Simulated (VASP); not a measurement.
# Al in VASP: further runs

Runs on Al. Level: LDA. Tasks: single point, relaxation of the atoms.

All numbers are computed with VASP 6.6.1; they aren't measurements. Logs are shortened: lines on timing, memory, paths and dates and some standing lists are left out, and cuts for length are marked.

### 1 Starting point

The cell holds a slab with vacuum, 7 atoms: a = 2.817 Å, b = 2.817 Å, c = 26.953 Å, α = 90.00°, β = 90.00°, γ = 90.00°.

The slab is cut from a database's or a generator's crystal, which needn't be the stable form of the element.

### 2 Single point, LDA

File INCAR:

```
SYSTEM = Al
  PREC = Accurate
  ENCUT = 520
  EDIFF = 1E-6
  ISMEAR = 1
  SIGMA = 0.1
  LREAL = .False.
  LASPH = .True.
  NELM = 80
  ALGO = Normal
  ISIF = 2
  LWAVE = .False.
  LCHARG = .False.
  LDIPOL = .True.
  IDIPOL = 3
  DIPOL = 0.5 0.5 0.500
  NBANDS = 20
  LVHAR = .True.
  LVACPOTAV = .True.
  ICORELEVEL = 1
  KPAR = 4
```

File KPOINTS:

```
regular mesh
0
Gamma
  14 14 1
  0 0 0
```

File POSCAR:

```
Al
1.0
    2.8174514100      0.0000000000      0.0000000000
    0.0000000000      2.8174514100      0.0000000000
    0.0000000000      0.0000000000     26.9534340000
Al
7
Direct
    0.5000000000      0.5000000000      0.2782576800
    0.0000000000      0.0000000000      0.3521717900
    0.5000000000      0.5000000000      0.4260858900
    0.0000000000      0.0000000000      0.5000000000
    0.5000000000      0.5000000000      0.5739141100
    0.0000000000      0.0000000000      0.6478282100
    0.5000000000      0.5000000000      0.7217423200
```

Potentials or basis: VASP PAW LDA potentials, release 64 (Al).

Command:

```sh
$ cat potpaw_LDA.64/Al/POTCAR > POTCAR
$ mpirun -np 4 vasp_std > vasp.out
```

OUTCAR:

```text
SYSTEM = Al
   PREC = Accurate
   ENCUT = 520
   EDIFF = 1E-6
   ISMEAR = 1
   LREAL = .False.
   LASPH = .True.
   NELM = 80
   ISIF = 2

 ion  position               nearest neighbor table
   1  0.500  0.500  0.278-   2 2.82   2 2.82   2 2.82   2 2.82
   2  0.000  0.000  0.352-   3 2.82   3 2.82   3 2.82   3 2.82   1 2.82   1 2.82   1 2.82   1 2.82

   3  0.500  0.500  0.426-   2 2.82   2 2.82   2 2.82   2 2.82   4 2.82   4 2.82   4 2.82   4 2.82

   4  0.000  0.000  0.500-   3 2.82   5 2.82   3 2.82   5 2.82   3 2.82   5 2.82   3 2.82   5 2.82

   5  0.500  0.500  0.574-   6 2.82   6 2.82   6 2.82   6 2.82   4 2.82   4 2.82   4 2.82   4 2.82

   6  0.000  0.000  0.648-   5 2.82   5 2.82   5 2.82   5 2.82   7 2.82   7 2.82   7 2.82   7 2.82

   7  0.500  0.500  0.722-   6 2.82   6 2.82   6 2.82   6 2.82

  LATTYP: Found a simple tetragonal cell.
 ALAT       =     2.8174514100
 C/A-ratio  =     9.5666011859

  Lattice vectors:

 A1 = (   2.8174514100,   0.0000000000,   0.0000000000)
 A2 = (   0.0000000000,   2.8174514100,   0.0000000000)
 A3 = (   0.0000000000,   0.0000000000,  26.9534340000)

Analysis of symmetry for initial positions (statically):
=====================================================================
 Subroutine PRICEL returns:
 Original cell was already a primitive cell.

 Routine SETGRP: Setting up the symmetry group for a
 simple tetragonal supercell.

 Subroutine GETGRP returns: Found 16 space group operations
 (whereof 16 operations were pure point group operations)
 out of a pool of 16 trial point group operations.

The static configuration has the point symmetry D_4h.

Analysis of symmetry for dynamics (positions and initial velocities):
=====================================================================
 Subroutine PRICEL returns:
 Original cell was already a primitive cell.

 Routine SETGRP: Setting up the symmetry group for a
 simple tetragonal supercell.

 Subroutine GETGRP returns: Found 16 space group operations
 (whereof 16 operations were pure point group operations)
 out of a pool of 16 trial point group operations.

The dynamic configuration has the point symmetry D_4h.

 Subroutine INISYM returns: Found 16 space group operations
 (whereof 16 operations are pure point group operations),
 and found     1 'primitive' translations

----------------------------------------------------------------------------------------

                                     Primitive cell

  volume of cell :     213.9572

  direct lattice vectors                    reciprocal lattice vectors
     2.817451410  0.000000000  0.000000000     0.354930700  0.000000000  0.000000000
     0.000000000  2.817451410  0.000000000     0.000000000  0.354930700  0.000000000
     0.000000000  0.000000000 26.953434000     0.000000000  0.000000000  0.037101024

  length of vectors
     2.817451410  2.817451410 26.953434000     0.354930700  0.354930700  0.037101024

  position of ions in fractional coordinates (direct lattice)
     0.500000000  0.500000000  0.278257680
     0.000000000  0.000000000  0.352171790
     0.500000000  0.500000000  0.426085890
     0.000000000  0.000000000  0.500000000
     0.500000000  0.500000000  0.573914110
     0.000000000  0.000000000  0.647828210
     0.500000000  0.500000000  0.721742320

  ion indices of the primitive-cell ions
   primitive index   ion index
                 1           1
                 2           2
                 3           3
                 4           4
                 5           5
                 6           6
                 7           7

----------------------------------------------------------------------------------------

 KPOINTS: regular mesh

Automatic generation of k-mesh.
 Grid dimensions read from file:
 generate k-points for:   14   14    1

 Generating k-lattice:

  Cartesian coordinates                     Fractional coordinates (reciprocal lattice)
     0.025352193  0.000000000  0.000000000     0.071428571  0.000000000  0.000000000
     0.000000000  0.025352193  0.000000000     0.000000000  0.071428571  0.000000000
     0.000000000  0.000000000  0.037101024     0.000000000  0.000000000  1.000000000

  Length of vectors
     0.025352193  0.025352193  0.037101024

  Shift w.r.t. Gamma in fractional coordinates (k-lattice)
     0.000000000  0.000000000  0.000000000

 Subroutine IBZKPT returns following result:
 ===========================================

 Found     36 irreducible k-points:

 Following reciprocal coordinates:
            Coordinates               Weight
  0.000000  0.000000  0.000000      1.000000
  0.071429  0.000000  0.000000      4.000000
  0.142857  0.000000  0.000000      4.000000
  0.214286  0.000000  0.000000      4.000000
  0.285714  0.000000  0.000000      4.000000
  0.357143  0.000000  0.000000      4.000000
[... 16 lines left out ...]
  0.285714  0.214286  0.000000      8.000000
  0.357143  0.214286  0.000000      8.000000
 [... further k-points ...]
   k-points           NKPTS =     36   k-points in BZ     NKDIM =     36   number of bands    NBANDS=     20
   number of dos      NEDOS =    301   number of ions     NIONS =      7
   total plane-waves  NPLWV = 115200
   dimension x,y,z NGX =    24 NGY =   24 NGZ =  200
   dimension x,y,z NGXF=    48 NGYF=   48 NGZF=  400
   ions per type =               7
   NGX,Y,Z   is equivalent  to a cutoff of  14.16, 14.16, 12.34 a.u.
   NGXF,Y,Z  is equivalent  to a cutoff of  28.32, 28.32, 24.67 a.u.
 SYSTEM =  Al
   PREC   = accura    normal or accurate (medium, high low for compatibility)
   ISTART =      0    job   : 0-new  1-cont  2-samecut
   ICHARG =      2    charge: 1-file 2-atom 10-const
   ISPIN  =      1    spin polarized calculation?
   LNONCOLLINEAR =      F non collinear calculations
   LSORBIT =      F    spin-orbit coupling
   LASPH  =      T    aspherical Exc in radial PAW
   ENCUT  =  520.0 eV  38.22 Ry    6.18 a.u.   5.24  5.24 50.12*2*pi/ulx,y,z
   NELM   =     80;   NELMIN=  2; NELMDL= -5     # of ELM steps
   EDIFF  = 0.1E-05   stopping-criterion for ELM
   LREAL  =      F    real-space projection
   EDIFFG = 0.1E-04   stopping-criterion for IOM
   NSW    =      0    number of steps for IOM
   IBRION =     -1    ionic relax: 0-MD 1-quasi-New 2-CG
   NFREE  =      0    steps in history (QN), initial steepest desc. (CG)
   ISIF   =      2    stress and relaxation
   ISYM   =      2    0-nonsym 1-usesym 2-fastsym
   POTIM  = 0.5000    time-step for ionic-motion
   TEBEG  =    0.0;   TEEND  =   0.0 temperature during run
   PSTRESS=    0.0 pullay stress
   NELECT =      21.0000    total number of electrons
   NUPDOWN=      -1.0000    fix difference up-down
   EMIN   =  10.00;   EMAX   =-10.00  energy-range for DOS
   EFERMI =   0.00;   METHOD = LEGACY
   ISMEAR =     1;   SIGMA  =   0.10  broadening in eV -4-tet -1-fermi 0-gaus
   EFERMI_NEDOS =   21; number of points for ismear=-14 and -15
   IALGO  =     38    algorithm
   IMIX   =      4    mixing-type and parameters
     AMIX     =   0.40;   BMIX     =  1.00
     AMIX_MAG =   1.60;   BMIX_MAG =  1.00
  volume/ion in A,a.u.               =      30.57       206.26
  Fermi-wavevector in a.u.,A,eV,Ry     =   0.755160  1.427045  7.758947  0.570267
  Thomas-Fermi vector in A             =   1.852991
   LORBIT       =      0    0 simple, 1 ext, 2 COOP (PROOUT), +10 PAW based schemes
   GGA     = CA    functional components
   LHFCALC =     F    Hartree Fock is set to
   AEXX    =    0.0000 exact exchange contribution
   IVDW    =     0    specifies the selected vdW correction
   LEPSILON=     F    determine dielectric tensor
   LRPA    =     F    only Hartree local field effects (RPA)
 non-spin polarized calculation
 Methfessel and Paxton  Order N= 1 SIGMA  =   0.10
  energy-cutoff  :      520.00
  volume of cell :      213.96
 maximum number of plane-waves:      5819
 NGX is ok and might be reduce to    24
   NGX = 11   NGY = 11   NGZ =101

 dipolmoment           0.000000      0.000000      0.000000 electrons x Angstroem

 number of electron      21.0000000 magnetization

 dipolmoment           0.000000      0.000000     -0.000000 electrons x Angstroem

 Free energy of the ion-electron system (eV)
  ---------------------------------------------------
  ext. energy  EPLUGINS =         0.00000000
  ---------------------------------------------------
  free energy    TOTEN  =       -28.22280231 eV

  energy without entropy =      -28.22292396  energy(sigma->0) =      -28.22284286

 the core state eigenenergies are
   1-  1s  -1494.9244  2s   -100.2713  2p    -62.5590
   2-  1s  -1494.8043  2s   -100.2239  2p    -62.5058
   3-  1s  -1494.7775  2s   -100.2006  2p    -62.4824
   4-  1s  -1494.7530  2s   -100.1776  2p    -62.4593
   5-  1s  -1494.7775  2s   -100.2006  2p    -62.4824
   6-  1s  -1494.8043  2s   -100.2239  2p    -62.5058
   7-  1s  -1494.9244  2s   -100.2713  2p    -62.5590

 E-fermi :   2.1644     XC(G=0):  -6.1905

 val. band max:        2.1410749819   @ k =   0.2857   0.2857   0.0000
 cond. band min:       2.1760241874   @ k =   0.4286   0.1429   0.0000
 fundamental gap:      0.0349492055
 Fermi energy:         2.1643965229

 k-point     1 :       0.0000    0.0000    0.0000
  band No.  band energies     occupation
      1      -9.0374      2.00000
      2      -8.5348      2.00000
      3      -7.6832      2.00000
      4      -6.5376      2.00000
      5      -5.1148      2.00000
      6      -3.4240      2.00000
[... 12 lines left out ...]
     19       8.4945      0.00000
     20       8.6264      0.00000

 k-point     2 :       0.0714    0.0000    0.0000
  band No.  band energies     occupation
      1      -8.9426      2.00000
      2      -8.4404      2.00000
      3      -7.5893      2.00000
      4      -6.4444      2.00000
      5      -5.0224      2.00000
      6      -3.3324      2.00000
[... 498 lines left out ...]
 k-point    24 :       0.3571    0.2143    0.0000
  band No.  band energies     occupation
      1      -5.8529      2.00000
      2      -5.3612      2.00000
      3      -4.5270      2.00000
      4      -3.4044      2.00000
      5      -2.0105      2.00000
      6      -0.8035      2.00000
[... 12 lines left out ...]
     19       6.5948      0.00000
     20       6.7442      0.00000

 [... further k-points ...]

------------------------ aborting loop because EDIFF is reached ----------------------------------------

  FORCE on cell =-STRESS in cart. coord.  units (eV):
  Direction    XX          YY          ZZ          XY          YZ          ZX
  --------------------------------------------------------------------------------------
  -------------------------------------------------------------------------------------
  Total       -1.4729641     -1.4729641     -0.0639275      0.0000000      0.0000000      0.0000000
  in kB      -11.0300063    -11.0300063     -0.4787086      0.0000000      0.0000000      0.0000000
  external PRESSURE =      -7.5129071 kB  Pullay stress =       0.0000000 kB

 VOLUME and BASIS-vectors are now :
 -----------------------------------------------------------------------------
  energy-cutoff  :      520.00
  volume of cell :      213.96
      direct lattice vectors                 reciprocal lattice vectors
     2.817451410  0.000000000  0.000000000     0.354930700  0.000000000  0.000000000
     0.000000000  2.817451410  0.000000000     0.000000000  0.354930700  0.000000000
     0.000000000  0.000000000 26.953434000     0.000000000  0.000000000  0.037101024

 POSITION                                       TOTAL-FORCE (eV/Angst)
 -----------------------------------------------------------------------------------
      1.40873      1.40873      7.50000        -0.000000      0.000000     -0.040706
      0.00000      0.00000      9.49224        -0.000000     -0.000000      0.012218
      1.40873      1.40873     11.48448         0.000000     -0.000000      0.111870
      0.00000      0.00000     13.47672        -0.000000     -0.000000      0.000000
      1.40873      1.40873     15.46896        -0.000000     -0.000000     -0.111870
      0.00000      0.00000     17.46119        -0.000000     -0.000000     -0.012218
      1.40873      1.40873     19.45343         0.000000      0.000000      0.040706
 -----------------------------------------------------------------------------------
    total drift:                               -0.000000      0.000000     -0.000000

  FREE ENERGIE OF THE ION-ELECTRON SYSTEM (eV)
  ---------------------------------------------------
  free  energy   TOTEN  =       -28.2228023062 eV

  energy  without entropy=      -28.2229239590  energy(sigma->0) =      -28.22284286

 vacuum level on the upper side and lower side of the slab         6.606         6.606
```

It took 71 s on 4 MPI ranks of AMD EPYC 7R13 (Zen 3), shared host; peak memory 0.29 GiB.

Results:

| Quantity | Value |
| --- | --- |
| Free energy | -28.2228 eV |
| Largest force | 0.112 eV/Å |
| Band gap on the k mesh | none (metal or under the smearing width) |
| Work function of the upper face | 4.44 eV |
| Work function of the lower face | 4.44 eV |

Forces in eV/Å, atoms in the order of the input:
```
Al   0.000  0.000 -0.041
Al   0.000  0.000  0.012
Al   0.000  0.000  0.112
Al   0.000  0.000  0.000
Al   0.000  0.000 -0.112
Al   0.000  0.000 -0.012
Al   0.000  0.000  0.041
```

Core levels (eV, on the scale of the bands):
| atom | levels |
| --- | --- |
| 1 Al | 1s -1494.9, 2s -100.3, 2p -62.6 |
| 2 Al | 1s -1494.8, 2s -100.2, 2p -62.5 |
| 3 Al | 1s -1494.8, 2s -100.2, 2p -62.5 |
| 4 Al | 1s -1494.8, 2s -100.2, 2p -62.5 |
| 5 Al | 1s -1494.8, 2s -100.2, 2p -62.5 |
| 6 Al | 1s -1494.8, 2s -100.2, 2p -62.5 |

### 3 Relaxation of the atoms, LDA

File INCAR:

```
ALGO = Normal ; DIPOL = 0.5 0.5 0.500
EDIFF = 1E-6 ; EDIFFG = -0.02
ENCUT = 520 ; IBRION = 2
IDIPOL = 3 ; ISIF = 2
ISMEAR = 1 ; KPAR = 4
LASPH = True ; LCHARG = False
LDIPOL = True ; LREAL = False
LWAVE = False ; NELM = 80
NSW = 80 ; PREC = Accurate
SIGMA = 0.1
```

File KPOINTS:

```
k-points
0
Gamma
  14 14 1
```

POSCAR is that of step 2.

Potentials or basis: VASP PAW LDA potentials, release 64 (Al).

Command:

```sh
$ cat potpaw_LDA.64/Al/POTCAR > POTCAR
$ mpirun -np 4 vasp_std > vasp.out
```

Run time: 1.8 min. Hardware: 4 MPI ranks of AMD EPYC 7R13 (Zen 3), shared host; peak memory 0.27 GiB.

The run converged. Its results:

```
Free energy                  : -28.2257 eV
Energy gained by relaxing    : 0.4 meV/atom
Ionic steps                  : 5
Largest force after relaxing : 0.019 eV/Å
Band gap on the k mesh       : none (metal or under the smearing width)
```

Forces in eV/Å, atoms in the order of the input:
```
Al   0.000  0.000  0.001
Al   0.000  0.000  0.019
Al   0.000  0.000 -0.002
Al   0.000  0.000  0.000
Al   0.000  0.000  0.002
Al   0.000  0.000 -0.019
Al   0.000  0.000 -0.001
```

The path:
```csv
step,energy change (eV),largest force (eV/Å),pressure (GPa)
1,0.0000,0.1119,-0.75
2,-0.0012,0.0818,-0.76
3,-0.0028,0.0332,-0.80
4,-0.0028,0.0340,-0.80
5,-0.0029,0.0194,-0.80
```

Final structure:
```cif
data_structure
_symmetry_space_group_name_H-M 'P 1'
_symmetry_Int_Tables_number 1
_cell_length_a 2.8175
_cell_length_b 2.8175
_cell_length_c 26.9534
_cell_angle_alpha 90.000
_cell_angle_beta 90.000
_cell_angle_gamma 90.000
_cell_volume 213.96
loop_
_atom_site_label
_atom_site_type_symbol
_atom_site_fract_x
_atom_site_fract_y
_atom_site_fract_z
_atom_site_occupancy
Al1 Al 0.50000 0.50000 0.27793 1
Al2 Al 0.00000 0.00000 0.35236 1
Al3 Al 0.50000 0.50000 0.42690 1
Al4 Al 0.00000 0.00000 0.50000 1
Al5 Al 0.50000 0.50000 0.57310 1
Al6 Al 0.00000 0.00000 0.64764 1
Al7 Al 0.50000 0.50000 0.72207 1
```

Levels at points of the mesh, in eV from the Fermi level:
| k point | band 9 | band 10 | band 11 | band 12 | band 13 | band 14 |
| --- | --- | --- | --- | --- | --- | --- |
| (0.00, 0.00, 0.00) | 0.31 | 2.21 | 3.59 | 4.56 | 4.74 | 5.48 |
| (0.50, 0.00, 0.00) | -2.89 | -2.71 | -1.32 | -1.03 | 0.51 | 1.16 |
| (0.50, 0.50, 0.00) | -0.97 | -0.85 | -0.51 | -0.51 | -0.35 | 0.18 |

### 4 Single point, LDA

File INCAR:

```
SYSTEM = Al
  PREC = Accurate
  ENCUT = 520
  EDIFF = 1E-6
  ISMEAR = 1
  SIGMA = 0.1
  LREAL = .False.
  LASPH = .True.
  NELM = 80
  ALGO = Normal
  ISIF = 2
  LWAVE = .False.
  LCHARG = .False.
  LDIPOL = .True.
  IDIPOL = 3
  DIPOL = 0.5 0.5 0.500
  NBANDS = 20
  LVHAR = .True.
  LVACPOTAV = .True.
  ICORELEVEL = 1
  KPAR = 4
```

File KPOINTS:

```
regular mesh
0
Gamma
  14 14 1
  0 0 0
```

File POSCAR:

```
Al                                      
1.0
    2.8174514100      0.0000000000      0.0000000000
    0.0000000000      2.8174514100      0.0000000000
    0.0000000000      0.0000000000     26.9534340000
  Al            
     7
Direct
     0.5000000000000000    0.5000000000000000    0.2779326079297637
     0.0000000000000000    0.0000000000000000    0.3523609709531084
     0.5000000000000000    0.5000000000000000    0.4269030126041312
     0.0000000000000000    0.0000000000000000    0.5000000000000000
     0.5000000000000000    0.5000000000000000    0.5730969873958688
     0.0000000000000000    0.0000000000000000    0.6476390290468914
     0.5000000000000000    0.5000000000000000    0.7220673920702364
```

Command:

```sh
$ cat potpaw_LDA.64/Al/POTCAR > POTCAR
$ mpirun -np 4 vasp_std > vasp.out
```

Wall time 88 s (4 MPI ranks of AMD EPYC 7R13 (Zen 3), shared host); peak memory 0.29 GiB.

The run converged. Its results:

| Quantity | Value |
| --- | --- |
| Free energy | -28.2257 eV |
| Largest force | 0.019 eV/Å |
| Band gap on the k mesh | none (metal or under the smearing width) |
| Work function of the upper face | 4.44 eV |
| Work function of the lower face | 4.44 eV |

Forces on the atoms (eV/Å):
```
Al   0.000  0.000  0.001
Al   0.000  0.000  0.019
Al   0.000  0.000 -0.002
Al   0.000  0.000  0.000
Al   0.000  0.000  0.002
Al   0.000  0.000 -0.019
Al   0.000  0.000 -0.001
```

Levels at points of the mesh, in eV from the Fermi level:
| k point | band 8 | band 9 | band 10 | band 11 | band 12 | band 13 | band 14 | band 15 |
| --- | --- | --- | --- | --- | --- | --- | --- | --- |
| (0.00, 0.00, 0.00) | -2.32 | 0.31 | 2.21 | 3.60 | 4.57 | 4.77 | 5.48 | 5.89 |
| (0.50, 0.00, 0.00) | -4.14 | -2.89 | -2.71 | -1.32 | -1.03 | 0.51 | 1.16 | 1.69 |
| (0.50, 0.50, 0.00) | -1.42 | -0.97 | -0.85 | -0.51 | -0.51 | -0.35 | 0.18 | 0.78 |

Core levels (eV, on the scale of the bands):
| atom | levels |
| --- | --- |
| 1 Al | 1s -1494.9, 2s -100.3, 2p -62.6 |
| 2 Al | 1s -1494.8, 2s -100.2, 2p -62.5 |
| 3 Al | 1s -1494.8, 2s -100.2, 2p -62.5 |
| 4 Al | 1s -1494.7, 2s -100.2, 2p -62.4 |
| 5 Al | 1s -1494.8, 2s -100.2, 2p -62.5 |
| 6 Al | 1s -1494.8, 2s -100.2, 2p -62.5 |
